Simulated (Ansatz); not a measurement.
**Al2Au in Ansatz: the effect of functional**

Crystal: Al2Au.

```
Au Al
1.0
     0.00000    3.03948    3.03948
     3.03948    0.00000    3.03948
     3.03948    3.03948    0.00000
Au Al
1 2
Direct
  0.00000 0.00000 0.00000
  0.75000 0.75000 0.75000
  0.25000 0.25000 0.25000
```

The cell isn't the ideal one: volume scaled by 1.04.

Alike in all runs:

* Program: Ansatz 0.2.0
* Task: single point
* Potentials or basis: Ansatz PAW
* k mesh: 8 × 8 × 8
* Occupations: fermi-dirac, width 0.05 eV
* Spin: no spin polarisation

| functional | cutoff | pressure (GPa) |
| --- | --- | --- |
| LDA | 420 eV (not typed: the program's choice for these potentials) | ? |
| PBEsol | 420 eV (not typed: the program's choice for these potentials) | -4.0 |
| r2SCAN | 500 eV (not typed: the program's choice for these potentials) | -3.8 |

Question: What does the run with functional LDA give?

Answer: Pressure -6.5 GPa.

Caveats: the PAW data sets come from PBE, with cores solved anew for the run's functional, which leaves a small shift of forces and pressure.
